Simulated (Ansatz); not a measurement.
# Mg: levels along high-symmetry lines

```
Mg
1.0
    -1.47650    1.47650    1.47650
     1.47650   -1.47650    1.47650
     1.47650    1.47650   -1.47650
Mg
1
Direct
  0.00000 0.00000 0.00000
```

The cell is a database entry far from equilibrium at this level of theory, probably a faulty or high-pressure entry; it serves as a test geometry alone.

Method: DFT, PBE, all-electron LAPW, scalar-relativistic in Ansatz 0.2.0.

Settings: a Γ-centred 19×19×19 k mesh, Fermi–Dirac smearing of 0.03 eV, basis error target 0.5 meV/atom, no spin polarisation.

Points in fractions of the reciprocal vectors of this cell: Γ (0, 0, 0), H (0.5, -0.5, 0.5), N (0, 0, 0.5), P (0.25, 0.25, 0.25). The path joins them by straight lines in the order Γ–H–N–Γ–P–H–P–N; legs that retrace an earlier one aren't tabulated. Energies are in eV from the Fermi level.

(1) List the levels at H between -20 and 6 eV.

(2) List the levels at N between -20 and 6 eV.

(3) List the levels at Γ between -20 and 6 eV.

(4) What is the band gap?

Answers

(1) 3.86 (×2).

(2) -2.37, -0.98.

(3) -9.89.

(4) none: bands cross the Fermi level, a metal.
